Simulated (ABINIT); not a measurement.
Here is an ABINIT 10.8.3 (patched build) calculation.

The input run.abi:

```
pp_dirpath "./"
pseudos "As.upf, B.upf"

acell 3.3778490937 3.3778490937 3.3778490937 Angstrom
rprim
     0.0000000000     0.7071067812     0.7071067812
     0.7071067812     0.0000000000     0.7071067812
     0.7071067812     0.7071067812     0.0000000000
ntypat 2
znucl 33 5
natom 2
typat 1 2
xred
     0.7500000000     0.7500000000     0.7500000000
     0.0000000000     0.0000000000     0.0000000000

ecut 38.0

kptopt 1
ngkpt 8 8 8
nshiftk 1
shiftk 0.0 0.0 0.0

ixc 11

nband 13
occopt 3
tsmear 0.05 eV

nstep 100
tolvrs 1.0e-10

iomode 3
prtwf 0
prteig 0
prtebands 0
enunit 1
prtden 1
prtvha 1
prtvclmb 1
prtpot 1
prtelf 1
```

Potentials or basis: PseudoDojo NC SR PBE v0.4.1 standard.

Launch:

```sh
$ mpirun --bind-to none -np 4 abinit run.abi > log 2>&1
```

Task: Predict the band gap on the k mesh.

Result: 1.21 eV, indirect (least direct gap 3.29 eV).

 A k mesh can miss the band edges.
